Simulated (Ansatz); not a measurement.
Input:

Ti$_{3}$SiC$_{2}$:
```
CELL_PARAMETERS angstrom
      3.07218     0.00000     0.00000
     -1.53609     2.66059     0.00000
      0.00000     0.00000    17.72745
ATOMIC_POSITIONS crystal
  Si 0.00000 0.00000 0.25000
  Si 0.00000 0.00000 0.75000
  C  0.33333 0.66667 0.57231
  C  0.66667 0.33333 0.07231
  C  0.33333 0.66667 0.92769
  C  0.66667 0.33333 0.42769
  Ti 0.33333 0.66667 0.13488
  Ti 0.66667 0.33333 0.63488
  Ti 0.33333 0.66667 0.36512
  Ti 0.66667 0.33333 0.86512
  Ti 0.00000 0.00000 0.00000
  Ti 0.00000 0.00000 0.50000
```

This is the PBE-relaxed structure. x, y and z are the axes in which the lattice vectors are written.

Problem. All from the program Ansatz at the PBE level (PAW), unless another level is named. Predict the Debye temperature from the elastic constants.

Solution. 803 K.

Problem. Next, the elastic constants (relaxed ions, GPa)?

Solution. C11 = 363, C12 = 88.6, C13 = 100, C33 = 351, C44 = 154.

Space group P6_3/mmc. The cell was relaxed with PBE under the symmetry of its start. The run is not spin-polarised. As this level gives no gap, shear constants depend on the k-mesh and smearing (Fermi–Dirac, 0.1 eV here).

Potentials: the later of the program's two PAW sets.
